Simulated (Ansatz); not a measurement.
Reactions of C$_{7}$H$_{16}$, SMILES `CC(C)CC(C)C`.

Calculated with Ansatz (gas phase, PBE0-D4/def2-TZVP geometries, no zero-point term in ΔE). CCSD(T)/CBS adds triple-zeta CCSD(T) − MP2 to the extrapolated MP2 energy (def2 sets, frozen cores). This one scheme is used for every species, atoms too. Functionals use def2-TZVPP. Open shells (•) are unrestricted, without spin–orbit coupling. Spin–orbit coupling would lower the free atoms: a little for C. For Ga outer-core shells are correlated without core-valence functions, so the limit isn't a true one: a few kJ/mol of doubt a bond, and 10 to 20 or more in all where bonds break to atoms. Scalar relativity is left out up to krypton. One conformer a species, not always the lowest.

| reaction | r2SCAN-D4 (kcal/mol) | MP2/CBS(def2) (kcal/mol) | ωB97M-V (kcal/mol) |
| --- | --- | --- | --- |
| `CC(C)CC(C)C` + CH₄ → `CCC(C)C` + `CCC` | 3.1 | 4.3 | 3.3 |
| `CC(C)CC(C)C` → 7 C• + 16 H• | 2190.2 | 2202.6 | 2191.9 |
| `CC(C)CC(C)C` + `CC(C)C` → `CC(C)CC(C)(C)C` + `CCC` | 2.7 | 2.0 | 2.3 |
| `CC(C)CC(C)C` → `CCCC(C)C` + `[CH2]` (triplet) | 99.8 | 109.2 | 106.1 |
| `CC(C)CC(C)C` + `[SH][Ga]([Cl])[Cl]` → `C[S][Ga]([Cl])[Cl]` + `CCCC(C)C` | 4.1 | 4.6 | 4.9 |
| `CC(C)CC(C)C` → `CCCC(C)CC` | 1.8 | 2.3 | 1.8 |
| `CC(C)CC(C)C` → `CC(C)C(C)C` + `[CH2]` (triplet) | 99.6 | 108.4 | 105.7 |
| `CC(C)CC(C)C` → `CCCCC(C)C` | 1.0 | 1.7 | 1.2 |
| `CC(C)CC(C)C` + H₂ → `CCCC(C)C` + CH₄ | -15.3 | -13.4 | -15.1 |
| `CC(C)CC(C)C` → `CC(C)C(C)(C)C` | 0.7 | -0.6 | 0.3 |

**Question.** Give the CCSD(T)/CBS values in the same order. (An estimate is asked.)

**Answer.** Computed: 3.6, 2186.7, 2.3, 105.8, 4.7, 1.9, 105.3, 1.2, -14.4, 0.1 kcal/mol.

Largest T1 diagnostic: 0.011, for `C[S][Ga]([Cl])[Cl]`.
